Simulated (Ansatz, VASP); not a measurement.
# In: VASP beside Ansatz

```
In
1.0
     3.37984    0.00000    0.00000
    -1.68992    2.92703    0.00000
     0.00000    0.00000    5.33543
In
2
Cartesian
  0.0000 1.9514 1.3339
  1.6899 0.9757 4.0016
```

Alike in both runs: functional PBE; k mesh 13 × 13 × 7; occupations fermi-dirac, width 0.08 eV; no spin polarisation.

Ansatz relaxed the structure, and its values are those at the end. VASP's run is a single point on that final structure, the one shown.

|  | VASP | Ansatz |
| --- | --- | --- |
| version | VASP 6.6.1 | Ansatz 0.2.0 |
| potentials or method | VASP PAW PBE potentials, release 64 (In_d) | PAW with Ansatz's default frozen-core files, scalar-relativistic |
| plane-wave cutoff (eV) | 520 | 420 |
| valence electrons in the cell | 26 | 26 |

VASP gave:

| Quantity | Value |
| --- | --- |
| pressure (GPa) | 1.9 |

Question: What did Ansatz give for the same quantities?

Answer: Pressure (GPa): 2.0.
